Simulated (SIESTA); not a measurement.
## GaN under changes of volume

One of the cells (11.310 Å³/atom); the others are scaled copies at fixed shape and fractional positions:

```xyz
4
Lattice="3.1800 0.0000 0.0000 -1.5900 2.7540 0.0000 0.0000 0.0000 5.1660" Properties=species:S:1:pos:R:3 pbc="T T T"
Ga    1.5900    0.9180    2.5830
Ga    0.0000    1.8360    0.0000
N     1.5900    0.9180    4.5203
N     0.0000    1.8360    1.9373
```

* Program: SIESTA 5.4.2
* Functional: LDA
* Potentials or basis: PseudoDojo 0.4 standard (LDA files)
* Basis: DZP (energy shift 0.003 Ry; two zetas on semicore shells)
* Grid cutoff: 800 Ry
* Energy shift: 0.003 Ry
* k mesh: 10 × 10 × 5
* Occupations: fermi-dirac, width 0.05 eV
* Spin: no spin polarisation

```csv
volume (Å³/atom),energy over the lowest point (meV/atom),pressure (GPa),gap on the mesh (eV),largest force (eV/Å)
10.632,?,?,?,?
10.858,6.18,6.7,2.40,0.128
11.084,0.05,2.1,2.25,0.124
11.310,0.00,-1.9,2.10,0.120
11.537,5.39,-5.6,1.95,0.118
11.763,15.60,-8.8,1.81,0.115
11.989,30.20,-11.8,1.67,0.113
```

What does the run at 10.632 Å³/atom give?

Energy over the lowest point 19.14 meV/atom; pressure 11.8 GPa; gap on the mesh 2.55 eV; largest force 0.135 eV/Å.

Worked out: A Birch-Murnaghan fit of order 3 (a polynomial in V^(-2/3)) to the other rows has its minimum at 11.20 Å³/atom with B0 = V·E''(V) = 201 GPa and B' = 4.4 at fixed shape and positions, which overstates the stiffness. It gives 19.05 meV/atom at 10.632 Å³/atom, against the run's 19.14, and -dE/dV = 11.7 GPa, against 11.8. A straight line through the other rows of the gap, of slope -7.38 eV per unit of ln V (its deformation potential), extrapolates to 2.56 eV, against the run's 2.55.

Energies are extrapolated to zero smearing.

Caveats: an odd mesh through Γ misses points on the zone boundary, where band edges often lie; the basis of atomic orbitals isn't converged, which shifts pressures, moduli and gaps. Spin-orbit coupling on Ga is left out.
